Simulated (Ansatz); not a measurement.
Structure: COD 9004178, as refined from experiment and not relaxed. The listed cell was then made from it by scaling, straining or moving an atom.

An input for ZnO: DFT, PBE, all-electron LAPW, scalar-relativistic (Ansatz 0.2.0).

Command: `ansatz run input.yaml --threads 1 --pin off --max-ram 4096MiB --backend cpu --events-out ev --progress --plain --runs-dir out` The run took 55 s on 1 thread of Intel(R) Xeon(R) 6975P-C (Granite Rapids), with other jobs on the host, peak memory 0.62 GiB.

```yaml
crystal:
  lattice:
    - [3.2385310885, 0.0, 0.0]
    - [-1.6192655442, 2.8046501935, 0.0]
    - [0.0, 0.0, 5.1863958566]
  atoms:
    - { symbol: Zn, position: [0.3333333333, 0.6666666667, 0.0] }
    - { symbol: Zn, position: [0.6666666667, 0.3333333333, 0.5] }
    - { symbol: O, position: [0.3333333333, 0.6666666667, 0.3821] }
    - { symbol: O, position: [0.6666666667, 0.3333333333, 0.8821] }
kpoints:
  mp_grid: { grid: [11, 11, 6] }
  band_path:
    path:
      - [0.0, 0.0, 0.0]
      - [0.5, 0.0, 0.0]
      - [0.3333333333, 0.3333333333, 0.0]
      - [0.0, 0.0, 0.0]
      - [0.0, 0.0, 0.5]
      - [0.5, 0.0, 0.5]
      - [0.3333333333, 0.3333333333, 0.5]
      - [0.0, 0.0, 0.5]
      - [0.5, 0.0, 0.5]
    npoints: 5
scf:
  occupations: { method: fermi_dirac, width: 0.02 }
hamiltonian:
  xc: pbe
  pseudopotentials: { kind: all_electron, lapw: { basis_error: 0.0005 } }
output:
  forces: true
  stress: true
  eigenvalues: true
```

The results part of the log:

```
SCF 1 converged in 9 iterations: F = -101843.529692 eV  dr2 = 6.86e-8
NSCF: frozen V_eff on 41 k-points
SCF converged after 9 iterations
Free energy (F): -101843.529692 eV
Harris-Foulkes:  -101843.529692 eV  (|F-HF|=3.95e-8)
Internal energy: -101843.529692 eV  (E = F + TS)
E sigma→0 (E₀):  -101843.529692 eV
Fermi energy:    9.669192 eV
--- Per-component energies (eV) ---
  E_band       = -3123.268678
  E_kinetic    = 103640.278256
  E_xc         = -4368.919071
  E_electrostatic = -201114.888878  (all electrons and nuclei)
  E_smearing   = -0.000000  (= −TS)
  E_closure    = 0.000000  (closes the sum)
  E_atoms      = -101825.636818  (free atoms, spherical and without spin; not in F)
  Σ components = -101843.529692   (vs F -101843.529692, Δ=0.00e0)
  Basis errors (estimates in eV, not in F): energy 2.1e-4 per atom: plane waves 1.9e-4 (1.2e-4 summed), levels above the bands 1.7e-252, relativity 7.3e-8, radial functions 2.0e-5, core shells 1.7e-9; eigenvalues (radial functions only) 3.2e-6; not estimated: angular momenta, meshes, grids; target (lapw.basis_error) 5.0e-4; muffin-tin radii O 0.885 Å, Zn 1.083 Å
--- Forces (eV/Å), atoms counted from 1 ---
  atom   1  Zn     0.00000000     0.00000000     0.03215897
  atom   2  Zn    -0.00000000    -0.00000000     0.03215897
  atom   3  O     -0.00000000     0.00000000    -0.03217202
  atom   4  O     -0.00000000    -0.00000000    -0.03217202
  max |Σ_I F_I| component: 2.61e-5 eV/Å
--- Stress (GPa, compression-positive) ---
        6.302850       0.000000       0.000000
        0.000000       6.302850      -0.000000
        0.000000      -0.000000       6.562781
  P = ⅓ Tr σ = 6.3895 GPa (63.895 kbar)
--- Band table (eV; the first three rows and the last of 64) ---
  k-point 0: bands = ["-495.6660", "-495.6660", "-114.2003", "-114.2001", "-68.3986", "-68.3952", "-68.3869", "-68.3869", "-68.3863", "-68.3863", "-8.9048", "-8.1590", "3.4723", "3.4723", "3.5611", "3.5810", "3.6589", "3.6589", "4.6802", "4.6802", "4.8972", "4.8972", "5.1905", "8.4477", "8.4477", "9.1445", "9.2418", "9.2418", "10.0774", "14.5043", "17.5434", "22.1664", "22.1664", "23.4351"]
  k-point 1: bands = ["-495.6660", "-495.6660", "-114.2003", "-114.2001", "-68.3984", "-68.3955", "-68.3869", "-68.3869", "-68.3863", "-68.3863", "-8.8573", "-8.2116", "3.4627", "3.4785", "3.4785", "3.5077", "3.6394", "3.6394", "4.7003", "4.7003", "4.8890", "4.8890", "5.5045", "8.5019", "8.5019", "8.5984", "9.1899", "9.1899", "10.7167", "14.2740", "17.7481", "22.1683", "22.1683", "22.4747"]
  k-point 2: bands = ["-495.6660", "-495.6660", "-114.2002", "-114.2001", "-68.3978", "-68.3961", "-68.3867", "-68.3867", "-68.3864", "-68.3864", "-8.7260", "-8.3532", "3.3136", "3.3877", "3.4999", "3.4999", "3.5920", "3.5920", "4.7513", "4.7513", "4.8611", "4.8611", "6.1976", "7.8095", "8.6496", "8.6496", "9.0471", "9.0471", "11.7268", "13.6461", "18.3625", "20.8401", "22.2311", "22.2311"]
  k-point 63: bands = ["-495.6660", "-495.6660", "-114.2001", "-114.2001", "-68.3968", "-68.3968", "-68.3883", "-68.3883", "-68.3879", "-68.3879", "-8.0302", "-8.0302", "3.4133", "3.4133", "3.7383", "3.7383", "4.2113", "4.2113", "4.7173", "4.7173", "5.1956", "5.1956", "5.5161", "5.5161", "6.5931", "6.5931", "8.0047", "8.0047", "16.7440", "16.7440", "17.7228", "17.7228", "18.3358", "18.3358"]
```
